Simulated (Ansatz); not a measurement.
## Zone-centre phonons of Li₂S at 25 GPa: input and output

Computed with DFT LDA, scalar-relativistic, plane waves, PAW in Ansatz.

Launched with:
```bash
ansatz run input.yaml --threads 1 --pin off --max-ram 1228MiB --backend cpu --events-out ev --progress --plain --runs-dir out
```

Input (bare energies are in eV):
```yaml
crystal:
  lattice:
    - [0.0, 2.5174184226, 2.5174184226]
    - [2.5174184226, 0.0, 2.5174184226]
    - [2.5174184226, 2.5174184226, 0.0]
  atoms:
    - { symbol: Li, position: [0.25, 0.25, 0.25] }
    - { symbol: Li, position: [0.75, 0.75, 0.75] }
    - { symbol: S, position: [0.0, 0.0, 0.0] }
basis:
  ecutwfc: 420
kpoints:
  mp_grid: { grid: [8, 8, 8] }
hamiltonian:
  xc: lda
scf:
  occupations: { method: fixed }
output:
  eigenvalues: true
phonons:
  method: dfpt
  dielectric: true
  rigid_motions: translations
  eigenvectors: true
```

Results section of the output:
```
--- Phonons (Γ-DFPT): 2 representative perturbations + reference, on 95 of 512 k-points (Σ response iterations 7) ---
  k mesh reduced under 4 symmetry operations, with k and −k counted as one. Each operation leaves every solved perturbation unchanged. A smaller set is not considered because the run solves the response ...
  ASR residual: 1.043e-4 → 0.000e0 eV/Å²; symmetrization residual: 2.520e-7 eV/Å²
  ASR residual per site (eV/Å²): 9.66e-7 9.66e-7 1.04e-4
  Γ frequencies (cm⁻¹): 0.00 0.00 0.00 561.75 561.75 561.75 577.90 577.90 577.90
  ε∞ (high-frequency dielectric tensor):
        4.400688     0.000000    -0.000000
        0.000000     4.400688    -0.000000
       -0.000000    -0.000000     4.400688
  ε⁰ (static dielectric tensor: ions relaxed, cell fixed):
        5.620671     0.000000    -0.000000
        0.000000     5.620671     0.000000
       -0.000000     0.000000     5.620671
  ε⁰ − ε∞ (ionic part):
        1.219983     0.000000    -0.000000
        0.000000     1.219983     0.000000
       -0.000000     0.000000     1.219983
  softest optical mode at Γ: 561.75 cm⁻¹; the repairs (sum rule, projections) moved no ω² at Γ by more than (0.99 cm⁻¹)²
  Born effective charges Z* (e; rows j = field, columns β = displacement):
    site 0:
         0.77751   -0.00000   -0.00000
         0.00000    0.77751   -0.00000
        -0.00000    0.00000    0.77751
    site 1:
         0.77751    0.00000    0.00000
         0.00000    0.77751    0.00000
         0.00000   -0.00000    0.77751
    site 2:
        -1.55502    0.00000   -0.00000
        -0.00000   -1.55502    0.00000
         0.00000    0.00000   -1.55502
  Z* charge neutrality: 1.730e-3 e pre-enforcement
  solved inside a basis spanned on kpoints, on 8×8×8 k-points, its susceptibility summed on 12×12×12: ε∞ is read to err by 1.2e-2, Z* by 7.3e-3 e (field_mesh: kpoints solves on kpoints); Z* is corrected for ...
  optical modes at Γ without the LO–TO term, one row a degenerate level:
      ω (cm⁻¹) modes IR ((D/Å)²/amu)
        561.75      3            17.2780
        577.90      3             0.0000
  optical modes at Γ + LO–TO along q̂ = [1.0000, 0.0000, 0.0000]:
      ω (cm⁻¹) modes IR ((D/Å)²/amu)
        561.75      2            11.5187
        577.90      3             0.0000
        634.86      1             5.7593
  optical modes at Γ + LO–TO along q̂ = [0.0000, 1.0000, 0.0000]:
      ω (cm⁻¹) modes IR ((D/Å)²/amu)
        561.75      2            11.5187
        577.90      3             0.0000
        634.86      1             5.7593
  optical modes at Γ + LO–TO along q̂ = [0.0000, 0.0000, 1.0000]:
      ω (cm⁻¹) modes IR ((D/Å)²/amu)
        561.75      2            11.5187
        577.90      3             0.0000
        634.86      1             5.7593
```

Other phases may be more stable at this pressure.